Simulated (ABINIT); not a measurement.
Here is an ABINIT 10.8.3 (patched build) calculation.

The input run.abi:

```
# Pseudopotentials
pp_dirpath "./"
pseudos "In.upf, Se.upf"

# Structure
acell 3*1.0 Angstrom
rprim
     2.0000000000     1.1547005384     8.4400000000
    -2.0000000000     1.1547005384     8.4400000000
     0.0000000000    -2.3094010768     8.4400000000
ntypat 2
znucl 49 34
natom 4
typat 1 1 2 2
xcart
     0.0000000000     0.0000000000    22.4993520000
     0.0000000000     0.0000000000     0.0000000000
     0.0000000000     0.0000000000     4.3525080000
     0.0000000000     0.0000000000     9.7102200000 Angstrom

# Plane-wave basis
ecut 39.0

# k points
kptopt 1
ngkpt 6 6 6
nshiftk 1
shiftk 0.0 0.0 0.0

# Exchange and correlation
ixc -116133

# Bands and occupations
nband 35
occopt 3
tsmear 0.00183747

# SCF cycle
nstep 100
tolvrs 1.0e-10

# Output
iomode 3
prtwf 0
prtden 0
prteig 0
prtebands 0
prtvol 2
```

Potentials or basis: PseudoDojo NC SR PBEsol v0.4.1 standard.

Run with:

```bash
$ mpirun --bind-to none -np 4 abinit run.abi > log 2>&1
```

Problem. What does it give for the largest force?

Solution. 0.303 eV/Å.

Problem. Estimate the pressure.

Solution. 0.1 GPa.

Forces on the atoms (eV/Å):
```
In   0.000  0.000  0.303
In   0.000  0.000 -0.285
Se   0.000  0.000 -0.101
Se   0.000  0.000  0.083
```

Caveat: spin-orbit coupling is left out, which moves the levels of the heavy elements.

**Experimental background.**

From “The Interaction of Hydrogen with the van der Waals Crystal γ-InSe”, 2020, pmc:7321205, for a bulk crystal of InSe at 300 K: band gap 1.25 eV.

Against the measured gap of InSe, 1.25 eV (300 K; “The Interaction of Hydrogen with the van der Waals Crystal γ-InSe”, 2020, pmc:7321205), the calculated 0.33 eV is off by -0.92 eV. Spin-orbit coupling on In, Se is left out. The value is that of PBEsol on a finite k mesh, which can miss the band edges, without temperature or zero-point motion. Semilocal functionals fall short of measured gaps as a rule.
